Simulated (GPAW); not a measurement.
Set up this calculation in GPAW 26.7.0, as an ASE script.

```
Task                : relaxation of cell and atoms
Functional          : BLYP
Potentials or basis : PAW data sets generated in the run's folder for this functional
Cutoff              : 800 eV
Basis               : pw
k mesh              : 10 × 10 × 8
Occupations         : fermi-dirac, width 0.05 eV
Spin                : no spin polarisation
Eigensolver         : davidson
Maxiter             : 150
Optimizer           : FIRE
Fmax                : 0.02 eV/Å
Max steps           : 40
Convergence         : density=1e-05 forces=0.0001
```

The structure of TiO lies in TiO.xyz:

```xyz
2
Lattice="3.0310000000 0.0000000000 0.0000000000 -1.5155000000 2.6249229989 0.0000000000 0.0000000000 0.0000000000 3.2377000000" Properties=species:S:1:pos:R:3 pbc="T T T"
Ti     1.5155000002      0.8749743329      0.0000000000
O      0.0000000000      0.0000000000      1.6188500000
```

One way to write it, as run:

run.py

```python
from ase.filters import FrechetCellFilter
from ase.io import read, write
from ase.optimize import FIRE
from gpaw import GPAW, PW, setup_paths

setup_paths.insert(0, '.')

atoms = read('TiO.xyz')

calc = GPAW(mode=PW(800),
            xc='BLYP',
            kpts={'size': (10, 10, 8), 'gamma': True},
            occupations={'name': 'fermi-dirac', 'width': 0.05},
            nbands=19,
            convergence={'density': 1e-05, 'forces': 0.0001},
            eigensolver='davidson',
            maxiter=150,
            txt='gpaw.txt')
atoms.calc = calc
opt = FIRE(FrechetCellFilter(atoms), trajectory='relax.traj', logfile='-')
done = opt.run(fmax=0.02, steps=40)
calc.write('gs.gpw')
write('result.traj', atoms)
print('Converged:', done)
print('Cell:', atoms.cell.cellpar().round(4))
print('Volume:', round(atoms.get_volume(), 4))
print(atoms.get_scaled_positions().round(5))
```

Potentials or basis: PAW data sets generated in the run's folder for this functional, pw.

Run with:

```sh
$ gpaw-setup -f BLYP O Ti
$ OMP_NUM_THREADS=1 python run.py
```

It gave:

```yaml
Relaxed_volume: 10.13 Å³/atom
Relaxed_cell: a = 2.859 Å, b = 2.859 Å, c = 2.863 Å, α = 90.00°, β = 90.00°, γ = 120.00°
Space_group_after_relaxing_to_0.05_Å: P-6m2 (No. 187)
Energy_gained_by_relaxing: 358.2 meV/atom
Ionic_steps: 24
Pressure_after_relaxing: 0.1 GPa
Band_gap_on_the_k_mesh: none (metal or under the smearing width)
```

Caveat: later steps reuse the first step's grids; the volume moved by over 15 % at a fixed basis, so the end points are rough; the volume moved by -21 % from the deposited cell, more than functionals usually miss; semilocal functionals often make such compounds metallic where correlation or magnetic order opens a gap, which also shifts bond lengths.

It took 5.2 min on 1 thread of Arm Neoverse V2, with other jobs on the host, peak memory 0.37 GiB.
